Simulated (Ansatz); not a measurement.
# A series in volume scale on ZrS₂

Results calculated with Ansatz 0.2.0, not measured. Free energy against uniform scaling of the volume at fixed shape and fractions; periodic cell, basis, potentials, k mesh and filling as listed.

The cell before it is scaled or strained (space group P-3m1, No. 164):
```
ZrS2
1.0
      3.6914     0.0000     0.0000
     -1.8457     3.1968     0.0000
      0.0000     0.0000     6.0411
Zr S
1 2
Direct
  0.00000 0.00000 0.00000
  0.66667 0.33333 0.76209
  0.33333 0.66667 0.23791
```

Settings of every row: functional LDA; dispersion none; potentials all-electron LAPW; k mesh 6x6x4; k shift 0x0x0; occupations fixed; smearing width 0 eV; spin none.

Limits: a layered crystal: even scaling strains the bonds within the layers, so this curve is stiffer than the crystal under pressure; the cell comes from a prototype or a list of computed structures and needn't be the stable phase.

```csv
row,volume scale,V (Å³/atom),energy above lowest point (meV/atom)
1,0.94,22.337,0.4
2,0.96,22.812,0
3,0.98,23.288,5.5
4,1,23.763,?
5,1.02,24.238,31.8
6,1.04,24.714,51.7
7,1.06,25.189,75.5
```

Question: what energy above lowest point should row 4 give?

Worked fit of energy above lowest point. Take u = (V_r/V)^(2/3) − 1 with V_r = 23.763 Å³ an atom, which is twice the finite (Eulerian) strain; such expansions in the strain, on which the Birch-Murnaghan equation of state is built, carry the rest volume and the bulk modulus. The shown rows have u = 0.04212, 0.0276, 0.01355, -0.01311, -0.02582, -0.03811. Least squares give energy above lowest point = 16.25 − 993 × u + 14689 × u² − 1214 × u³ meV/atom; a parabola predicts inner rows, each left out in turn, worse (root mean square 0.03 against 0.015 meV/atom). All shown rows lie on it to the printed digit. Its lowest point lies at u = 0.0339, or V = 22.6 Å³ an atom, and the curvature there gives the bulk modulus at fixed shape and fractions, B = (4/9)(1 + u)² E″(u)/V = 98.1 GPa. Letting shape and atoms relax would as a rule lower it, by much in layered, chain or molecular crystals. The withheld row has u = 0, so the fit gives 16.25 − 993 × (0) + 14689 × (0)² − 1214 × (0)³ = 16.2 meV/atom.

The calculation gave 16.3 meV/atom. The fit lies 0.1 meV/atom (0.13 % of the column's range) below it, one unit of the last digit.
